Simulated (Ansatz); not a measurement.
# The honeycomb InP bilayer (AB) under a gate

How does the honeycomb InP bilayer (AB) take up charge from its gate?

Calculated with Ansatz 0.2.0; plane-wave DFT, PBE-D3(BJ), Ansatz PAW.

**1. Starting point**

The cell holds 4 atoms: 2 P and 2 In. Cell: a = 4.250 Å, b = 4.250 Å, c = 39.200 Å, α = 90.0°, β = 90.0°, γ = 120.0°. Regions: layer 1: honeycomb InP, 2 atoms (1 P and 1 In); layer 2: honeycomb InP, 2 atoms (1 P and 1 In). Vacuum lies along c.

**2. Relaxation**

The starting cell is a guess, so the in-plane lattice and the atoms are relaxed first, with the slab cut off from its images along the normal.

input.yaml reads:

```yaml
crystal:
  lattice:
    - [4.25, 0.0, 0.0]
    - [-2.125, 3.6806079661, 0.0]
    - [0.0, 0.0, 39.2000000002]
  atoms:
    - { symbol: P, position: [0.6666666667, 0.3333333333, 0.4477040816] }
    - { symbol: In, position: [0.3333333333, 0.6666666667, 0.4604591837] }
    - { symbol: P, position: [0.0, 0.0, 0.5395408163] }
    - { symbol: In, position: [0.6666666667, 0.3333333333, 0.5522959184] }
  periodic: [true, true, false]
kpoints:
  mp_grid: { grid: [12, 12, 1] }
hamiltonian:
  xc: pbe
  dispersion: d3bj
scf:
  occupations: { method: fermi_dirac, width: 0.05 }
  convergence: { dr2_threshold: 1.0e-09 }
relax:
  f_tol: 0.004
  max_steps: 90
  cell: {}
output:
  write_potential: true
  write_density: true
  volumetric_format: npy
```

The run is started by

```sh
> ansatz run input.yaml --threads 4 --pin off --max-ram 16384MiB --backend cpu --events-out ev --progress --plain --runs-dir out
```

Numbers of over 12 decimals in the logs are rounded to 6 here.

The log of the run:

```text
Warning: relax.cell: scf.convergence.dr2_threshold = 1e-9 eV is looser than the 2.01197122807e-10 eV advised for a relaxation that steers and ends on the stress (1e-10 eV for each atom of the cell: 4, times the square of relax.cell.stress_2d_tol = 0.05 N/m over 14.1 Å (the atoms' height at the walk's start and 5 Å past either face), 3.546e-2 GPa, over a crystal's default 0.05). What an SCF threshold leaves in a stress goes as its square root, and in the free energy as the threshold itself, and one threshold admits the most on a small cell: [figures from the program's tests cut] Set scf.convergence.dr2_threshold to 2.01197122807e-10 eV or tighter. [rest of the remark cut]
Engine: ansatz 0.2.0, aarch64-unknown-linux-gnu
Pseudopotentials: kind: paw
Pseudopotential: P, paw, valence charge 5, recommended cutoff 420 eV (normal), P.paw.azcp
Pseudopotential: In, paw, valence charge 13, recommended cutoff 420 eV (normal), In.paw.azcp
Functional definition: PBE
  parameter kappa = 0.804
  parameter beta = 0.066725
  exchange = pbe_x(kappa = kappa, mu = beta*pi^2/3)
  correlation = pbe_c(beta = beta)
Crystal: 4 atoms, lattice volume = 613.189 Å³
Basis set: ecut = 420 eV, 11957 PW (Γ), exchange–correlation on 60×60×540 points (8 copies of the dense FFT grid, shifted against one another)
Bands: 22, of which v1, the nominal top of the filled ones, is band 18 counted from 1 (17 counted from 0)
Symmetry: 6 space group operations
Space group: P3m1 (ITA 156), of the structure as read, at distance tolerance 8.5e-5 Å
k-points: 19 of 144 (time reversal used)
Non-local potential: P, projectors of the file, l = 0: 2, l = 1: 2, l = 2: 2
Non-local potential: In, projectors of the file, l = 0: 2, l = 1: 2, l = 2: 2, l = 3: 2
PAW form: soft (Blöchl's): semilocal exchange-correlation on the pseudo side does not see the compensation charge
PAW one-centre angular grid: P, 110 points (default); XC on 64 Gauss nodes
PAW one-centre angular grid: In, 590 points (default); XC on 64 Gauss nodes
Initial density: superposition of atomic densities (neutral atoms: chi_scale 0, normalization atom), corrected by the library's trained network
Initial wavefunctions: pseudopotential atomic-orbital guess
Functional: x = pbe(κ = 0.804, μ = 0.219515), c = pbe(β = 0.066725)
SCF iter   1: F=—  HF=-12707.098912 eV  |F-HF|=—  |Δ(HF+E_count)|=         —  Δρ=1.54e-3  dr2=3.66e-2  ethr=1.77e-3  ⟨swp⟩=13.8  Hψ=3312  notcnv=0
preconditioner: auto → Resta (q_TF=auto, 1.701 Å⁻¹)  ε∞=1.5  [insulator: Δε(μ)=0.823 eV  Ē_g=12.526 eV  σ=0.050 eV  W_gap=1.00  n_scr=20 (ndim 8)  ℏωp=9.0 eV  f_vac=0.782  D(μ)=0.00/eV (n_scr^D=0)  ε∞_Penn≈1.5  vacuum switching on, ρ_ref=1.1e-2 e/Å³]
SCF iter   2: F=—  HF=-12707.097666 eV  |F-HF|=—  |Δ(HF+E_count)|=   1.25e-3  Δρ=7.87e-4  dr2=3.03e-2  ethr=1.02e-4  ⟨swp⟩=3.7  Hψ=1063  notcnv=0
SCF iter   3: F=—  HF=-12707.096059 eV  |F-HF|=—  |Δ(HF+E_count)|=   1.61e-3  Δρ=5.27e-4  dr2=1.28e-2  ethr=8.41e-5  ⟨swp⟩=3.4  Hψ=825  notcnv=0
SCF iter   4: F=—  HF=-12707.095257 eV  |F-HF|=—  |Δ(HF+E_count)|=   8.02e-4  Δρ=2.91e-4  dr2=2.24e-3  ethr=3.55e-5  ⟨swp⟩=2.1  Hψ=587  notcnv=0  defer=1
SCF iter   5: F=—  HF=-12707.095283 eV  |F-HF|=—  |Δ(HF+E_count)|=   2.56e-5  Δρ=1.05e-4  dr2=2.30e-4  ethr=6.23e-6  ⟨swp⟩=2.6  Hψ=873  notcnv=0
SCF iter   6: F=—  HF=-12707.095359 eV  |F-HF|=—  |Δ(HF+E_count)|=   7.59e-5  Δρ=3.61e-5  dr2=8.06e-6  ethr=6.40e-7  ⟨swp⟩=2.6  Hψ=728  notcnv=0
SCF iter   7: F=—  HF=-12707.095365 eV  |F-HF|=—  |Δ(HF+E_count)|=   6.36e-6  Δρ=9.90e-6  dr2=8.00e-7  ethr=2.24e-8  ⟨swp⟩=3.2  Hψ=954  notcnv=0
SCF iter   8: F=—  HF=-12707.095243 eV  |F-HF|=—  |Δ(HF+E_count)|=   1.22e-4  Δρ=3.04e-6  dr2=4.51e-8  ethr=2.22e-9  ⟨swp⟩=3.4  Hψ=908  notcnv=0
SCF iter   9: F=—  HF=-12707.095243 eV  |F-HF|=—  |Δ(HF+E_count)|=   2.29e-7  Δρ=6.66e-7  dr2=2.87e-9  ethr=1.25e-10  ⟨swp⟩=3.3  Hψ=860  notcnv=0
SCF iter  10: F=-12707.095243 eV  HF=-12707.095243 eV  |F-HF|=3.09e-11  |Δ(HF+E_count)|=   1.48e-8  Δρ=1.61e-7  dr2=2.23e-10  ethr=2.78e-12  ⟨swp⟩=11.4  Hψ=3372  notcnv=0
SCF 1 converged in 10 iterations: F = -12707.095243 eV  dr2 = 2.23e-10
  greatest PAW one-centre occupation: 0.982 electrons in one spin orbital (limit 2), on the In atom at site 1 (counted from 0), in its partial waves of l = 2
relax step   1: F+E_penalty+E_count = -12707.09524333 eV  Δ(F+E_penalty+E_count) = +0.000e0 eV  max|allowed force component| = 8.906e-2 eV/Å  Δτ_max = 0.0000 Å  P = -1.467 N/m  Ω = 613.189 Å³  fix = [c, alpha, beta]  reactions: c -0.000 N/m  (10 SCF iters, accepted)
Crystal: 4 atoms, lattice volume = 602.935 Å³
Basis set: ecut = 420 eV, 11669 PW (Γ), exchange–correlation on 60×60×540 points (8 copies of the dense FFT grid, shifted against one another)
Initial density: handed on by an earlier stage of this run
Initial wavefunctions: those handed on with the density
iter 1 solved again at ethr=3.96e-4 eV; its pass at ethr=3.10e-3 eV (dr2=1.42e-1 eV) is discarded
SCF iter   1: F=—  HF=-12707.121216 eV  |F-HF|=—  |Δ(HF+E_count)|=         —  Δρ=4.35e-3  dr2=1.42e-1  ethr=3.96e-4  ⟨swp⟩=2.0  Hψ=3881  notcnv=0
preconditioner: auto → Resta (q_TF=auto, 1.706 Å⁻¹)  ε∞=1.5  [insulator: Δε(μ)=0.899 eV  Ē_g=12.635 eV  σ=0.050 eV  W_gap=1.00  n_scr=20 (ndim 8)  ℏωp=9.1 eV  f_vac=0.793  D(μ)=0.00/eV (n_scr^D=0)  ε∞_Penn≈1.5  vacuum switching on, ρ_ref=1.2e-2 e/Å³]
SCF iter   2: F=—  HF=-12707.108395 eV  |F-HF|=—  |Δ(HF+E_count)|=   1.28e-2  Δρ=1.93e-3  dr2=6.30e-2  ethr=3.94e-4  ⟨swp⟩=3.6  Hψ=966  notcnv=0
SCF iter   3: F=—  HF=-12707.098795 eV  |F-HF|=—  |Δ(HF+E_count)|=   9.60e-3  Δρ=1.32e-3  dr2=6.34e-3  ethr=1.75e-4  ⟨swp⟩=3.1  Hψ=934  notcnv=0
SCF iter   4: F=—  HF=-12707.100420 eV  |F-HF|=—  |Δ(HF+E_count)|=   1.62e-3  Δρ=3.69e-4  dr2=3.94e-3  ethr=1.76e-5  ⟨swp⟩=2.8  Hψ=812  notcnv=0
SCF iter   5: F=—  HF=-12707.100207 eV  |F-HF|=—  |Δ(HF+E_count)|=   2.13e-4  Δρ=1.50e-4  dr2=1.42e-3  ethr=1.09e-5  ⟨swp⟩=2.6  Hψ=659  notcnv=0
SCF iter   6: F=—  HF=-12707.100090 eV  |F-HF|=—  |Δ(HF+E_count)|=   1.17e-4  Δρ=6.73e-5  dr2=1.63e-4  ethr=3.94e-6  ⟨swp⟩=1.8  Hψ=523  notcnv=0
SCF iter   7: F=—  HF=-12707.100088 eV  |F-HF|=—  |Δ(HF+E_count)|=   2.02e-6  Δρ=1.82e-5  dr2=2.34e-6  ethr=4.53e-7  ⟨swp⟩=2.6  Hψ=714  notcnv=0
SCF iter   8: F=—  HF=-12707.099962 eV  |F-HF|=—  |Δ(HF+E_count)|=   1.25e-4  Δρ=6.87e-6  dr2=3.44e-7  ethr=6.49e-9  ⟨swp⟩=3.1  Hψ=962  notcnv=0
SCF iter   9: F=—  HF=-12707.099962 eV  |F-HF|=—  |Δ(HF+E_count)|=   1.04e-7  Δρ=1.60e-6  dr2=2.17e-8  ethr=9.56e-10  ⟨swp⟩=2.4  Hψ=837  notcnv=0
[...]
SCF iter   6: F=—  HF=-12707.113793 eV  |F-HF|=—  |Δ(HF+E_count)|=   7.35e-5  Δρ=6.03e-5  dr2=1.75e-5  ethr=9.91e-7  ⟨swp⟩=2.4  Hψ=781  notcnv=0
SCF iter   7: F=—  HF=-12707.113808 eV  |F-HF|=—  |Δ(HF+E_count)|=   1.54e-5  Δρ=3.10e-5  dr2=1.13e-5  ethr=4.85e-8  ⟨swp⟩=3.1  Hψ=938  notcnv=0
SCF iter   8: F=—  HF=-12707.113805 eV  |F-HF|=—  |Δ(HF+E_count)|=   3.28e-6  Δρ=6.35e-6  dr2=3.87e-7  ethr=3.14e-8  ⟨swp⟩=2.1  Hψ=741  notcnv=0
SCF iter   9: F=—  HF=-12707.113677 eV  |F-HF|=—  |Δ(HF+E_count)|=   1.28e-4  Δρ=2.30e-6  dr2=2.81e-8  ethr=1.07e-9  ⟨swp⟩=3.4  Hψ=958  notcnv=0
SCF iter  10: F=—  HF=-12707.113677 eV  |F-HF|=—  |Δ(HF+E_count)|=   1.53e-8  Δρ=5.12e-7  dr2=1.83e-9  ethr=7.80e-11  ⟨swp⟩=3.2  Hψ=866  notcnv=0
SCF iter  11: F=-12707.113677 eV  HF=-12707.113677 eV  |F-HF|=2.42e-10  |Δ(HF+E_count)|=   1.28e-9  Δρ=1.59e-7  dr2=3.05e-10  ethr=2.78e-12  ⟨swp⟩=11.1  Hψ=3212  notcnv=0
SCF 3 converged in 11 iterations: F = -12707.113677 eV  dr2 = 3.05e-10
  greatest PAW one-centre occupation: 0.982 electrons in one spin orbital (limit 2), on the In atom at site 3 (counted from 0), in its partial waves of l = 2
relax step   3: F+E_penalty+E_count = -12707.11367670 eV  Δ(F+E_penalty+E_count) = -1.371e-2 eV  max|allowed force component| = 3.547e-2 eV/Å  Δτ_max = 0.1556 Å  P = +0.323 N/m  Ω = 597.687 Å³  energy of the carried Pulay correction = +6.072e-4 eV  fix = [c, alpha, beta]  reactions: c +0.000 N/m  (11 SCF iters, accepted)
[...]
relax step   4: F+E_penalty+E_count = -12707.11553860 eV  Δ(F+E_penalty+E_count) = -1.862e-3 eV  max|allowed force component| = 9.805e-3 eV/Å  Δτ_max = 0.0332 Å  P = -0.132 N/m  Ω = 601.839 Å³  energy of the carried Pulay correction = +4.431e-4 eV  fix = [c, alpha, beta]  reactions: c -0.000 N/m  (9 SCF iters, accepted)
[...]
relax step   5: F+E_penalty+E_count = -12707.11576261 eV  Δ(F+E_penalty+E_count) = -2.240e-4 eV  max|allowed force component| = 5.745e-3 eV/Å  Δτ_max = 0.0090 Å  P = +0.017 N/m  Ω = 600.487 Å³  energy of the carried Pulay correction = +4.964e-4 eV  fix = [c, alpha, beta]  reactions: c +0.000 N/m  (8 SCF iters, accepted)
[...]
relax step   6: F+E_penalty+E_count = -12707.11576943 eV  Δ(F+E_penalty+E_count) = -6.815e-6 eV  max|allowed force component| = 1.045e-3 eV/Å  Δτ_max = 0.0048 Å  P = -0.002 N/m  Ω = 600.837 Å³  energy of the carried Pulay correction = +4.826e-4 eV  fix = [c, alpha, beta]  reactions: c -0.000 N/m  (8 SCF iters, accepted)
Initial wavefunctions: pseudopotential atomic-orbital guess (no wavefunctions were taken with the density)
iter 1 solved again at ethr=7.99e-7 eV; its pass at ethr=3.10e-3 eV (dr2=2.88e-4 eV) is discarded
SCF iter   1: F=—  HF=-12707.115408 eV  |F-HF|=—  |Δ(HF+E_count)|=         —  Δρ=1.37e-5  dr2=1.96e-7  ethr=7.99e-7  ⟨swp⟩=4.2  Hψ=4878  notcnv=0
eigensolver tolerance schedule: the retry pair's looser diagonalisation over-reported the residual by 1465.81 of it (diagonalisation noise at 0.61 of the residual, at the tolerance the schedule requests for it); recorded, not acted on — ethr = c·dr2/N_el stays at c = 1.0e-1
preconditioner: auto → Resta (q_TF=auto, 1.707 Å⁻¹)  ε∞=1.5  [insulator: Δε(μ)=0.930 eV  Ē_g=12.592 eV  σ=0.050 eV  W_gap=1.00  n_scr=20 (ndim 8)  ℏωp=9.1 eV  f_vac=0.784  D(μ)=0.00/eV (n_scr^D=0)  ε∞_Penn≈1.5  vacuum switching on, ρ_ref=1.2e-2 e/Å³]
SCF iter   2: F=—  HF=-12707.115284 eV  |F-HF|=—  |Δ(HF+E_count)|=   1.24e-4  Δρ=6.30e-6  dr2=4.50e-8  ethr=5.45e-10  ⟨swp⟩=4.7  Hψ=1397  notcnv=0
SCF iter   3: F=—  HF=-12707.115284 eV  |F-HF|=—  |Δ(HF+E_count)|=   7.53e-8  Δρ=1.83e-6  dr2=1.07e-7  ethr=1.25e-10  ⟨swp⟩=3.3  Hψ=831  notcnv=0
SCF iter   4: F=—  HF=-12707.115284 eV  |F-HF|=—  |Δ(HF+E_count)|=   9.44e-9  Δρ=1.01e-6  dr2=1.91e-8  ethr=1.25e-10  ⟨swp⟩=3.2  Hψ=801  notcnv=0
SCF iter   5: F=-12707.115284 eV  HF=-12707.115284 eV  |F-HF|=1.67e-10  |Δ(HF+E_count)|=  5.95e-10  Δρ=3.32e-7  dr2=5.89e-10  ethr=2.78e-12  ⟨swp⟩=14.8  Hψ=4238  notcnv=0
SCF 7 converged in 5 iterations: F = -12707.115284 eV  dr2 = 5.89e-10
relax step   7: F+E_penalty+E_count = -12707.11528439 eV  Δ(F+E_penalty+E_count) = +4.850e-4 eV  max|allowed force component| = 9.941e-4 eV/Å  Δτ_max = 0.0000 Å  P = -0.003 N/m  Ω = 600.837 Å³  fix = [c, alpha, beta]  reactions: c -0.000 N/m  stress off target by 2.65e-3 N/m on what of the cell is left free  SCF on the basis re-selected at this cell (its energy is not comparable with the rows above)  (5 SCF iters)
basis re-selected at this cell: Δ(F+E_penalty+E_count) = +4.850e-4 eV, ΔP = -0.000 N/m vs the last step (what re-selecting the basis moved, of the pressure what is left beyond the Pulay correction that the steps carried, after the strain that the cell walked since its last selection, with what the two solves' SCF thresholds leave and, on support functions, any second-order correction that the steps lacked; it is no m [...]
WARN: The output density's exchange-correlation potential varies sharply where the density is thin. Do not read a vacuum level from v_tot or v_xc, or from such a field of the output density. On a cell that repeats whose density bears no net charge and no dipole along the vacuum's axis use v_es (v_loc + v_h of the components); under efield.dipole_correction with no amplitude use v_es + v_field, which holds any externa [...]
SCF converged after 5 iterations
Free energy (F): -12707.115284 eV
Harris-Foulkes:  -12707.115284 eV  (|F-HF|=1.67e-10)
Internal energy: -12707.115278 eV  (E = F + TS)
E sigma→0 (E₀):  -12707.115281 eV
Entropy (-TS):   -0.000007 eV (-0.002 meV/atom)
Fermi energy:    -4.506447 eV
--- Per-component energies (eV) ---
  E_band       = -528.562656
  E_kinetic    = 622.469075
  E_local      = -61856.723315  (includes V_loc(G=0)·N_el)
  E_nonlocal   = 802.264478
  E_hartree    = 30420.868808
  E_xc         = -551.224479
  E_vxc        = -316.808589  (∫ρ·V_xc dr)
  E_paw        = -9448.374106  (= ΣΔE_a)
  E_vpaw       = -621.501727  (= ΣTr[D̂ρ^β])
  E_aug_tail   = 0.000059  (compensation charges beyond the density's cutoff)
  E_ewald      = 27304.420097
  E_disp       = -0.815893  (pairwise vdW)
  E_smearing   = -0.000007  (= −TS)
  E_closure    = -0.000000  (closes the sum)
  Σ components = -12707.115284   (vs F -12707.115284, Δ=0.00e0)
--- Forces (eV/Å), atoms counted from 1 ---
  atom   1  P      0.00000000     0.00000000     0.00001126
  atom   2  In    -0.00000000    -0.00000000    -0.00019822
  atom   3  P      0.00000000     0.00000000     0.00099291
  atom   4  In    -0.00000000    -0.00000000    -0.00081081
  max |Σ_I F_I| component: 4.86e-6 eV/Å
--- 2D stress c σ (N/m, compression-positive) ---
       -0.002647      -0.000000      -0.000000
       -0.000000      -0.002647      -0.000000
       -0.000000      -0.000000      -0.000000
  P = ½ c Tr σ = -0.0026 N/m
--- Band table (eV; the first three rows and the last of 19) ---
  k-point 0: bands = [... 14 lower, -5.7335, -5.7335, -5.1005, -5.1005, -4.1093, -3.7539, -1.9128, -0.7669]
  k-point 1: bands = [... 14 lower, -5.9496, -5.8629, -5.5990, -5.2070, -3.6872, -3.1669, -1.8602, -0.9688]
  k-point 2: bands = [... 14 lower, -6.8091, -6.1725, -5.6103, -5.4745, -3.1805, -2.5858, -1.7871, -0.9733]
  k-point 18: bands = [... 14 lower, -8.4134, -7.8485, -5.5334, -5.1272, -3.1999, -2.9909, -0.0263, 0.2614]
  the weakly bound empty levels are not read free of the cell's end (no_gap_told)
--- Relaxed structure (6 steps of the walk, 6 accepted, 1 SCFs on fresh bases) ---
  F+E_penalty+E_count = -12707.11528439 eV   max|allowed force component| = 9.941e-4 eV/Å   (the final SCF, on the basis selected at the relaxed cell)
  cell:  # Å, volume = 600.8368 Å³
    - [4.206975, 0, 0]
    - [-2.103487, 3.643347, 0]
    - [0, 0, 39.2000000002]
  atoms:
    - { symbol: P, position: [0.666667, 0.333333, 0.449192] }
    - { symbol: In, position: [0.333333, 0.666667, 0.462511] }
    - { symbol: P, position: [-2.4408727498614763e-17, -1.8503717076008884e-17, 0.537667] }
    - { symbol: In, position: [0.666667, 0.333333, 0.550630] }
```

Wall time 52 s (4 threads of Arm Neoverse V1, shared host); peak memory 0.91 GiB; 3.4 min of CPU time.

Step by step:

```
step  energy less that of the first step (eV)  largest force component (eV/Å)  volume (Å³)
   1                                   0.0000                          0.0891       613.19
   2                                  -0.0047                          0.0915       602.93
   3                                  -0.0184                          0.0355       597.69
   4                                  -0.0203                          0.0098       601.84
   5                                  -0.0205                          0.0057       600.49
   6                                  -0.0205                          0.0010       600.84
  7*                                  -0.0200                          0.0010       600.84
```

Relaxation steps marked * repeat the geometry before them on a plane-wave basis chosen anew for their cell, so energy and pressure can jump there.

The run keeps the 6 symmetry operations that it works with, so distortions that break them were not tested.

```
cell as run  before  after  change
      a (Å)   4.250  4.207  -1.0 %
      b (Å)   4.250  4.207  -1.0 %
```

The atoms that moved most (Å, along periodic axes as changes of fractional coordinates times the final cell, across vacuum about the mean position):

```
atom     dx     dy      dz  length
 In2  0.000  0.000   0.080   0.080
  P3  0.000  0.000  -0.073   0.073
 In4  0.000  0.000  -0.065   0.065
  P1  0.000  0.000   0.058   0.058
```

Final coordinates:

```xyz
4
Lattice="4.2070 0.0000 0.0000 -2.1035 3.6433 0.0000 0.0000 0.0000 39.2000" Properties=species:S:1:pos:R:3
P     2.1035    1.2144   17.6083
In    0.0000    2.4289   18.1304
P     0.0000    0.0000   21.0766
In    2.1035    1.2144   21.5847
```

The lattice constant a goes from 4.250 to 4.207 Å.

[end of part 1 of 4]

[Logs are printed without paths, hosts, clocks, repeated set-up lines and the standing remarks that a program may print on its own settings, such as how far it seeks lower states.]

[Hosts, paths, dates, database ids (printed as entryN), source tags and the programs' standing remarks are cut or masked in the printed files.]

[Maps of the electrostatic potential energy from Ansatz leave out the sawtooth potential of an applied field or a dipole correction, so their vacuum need not be flat; planar profiles and work functions include it.]
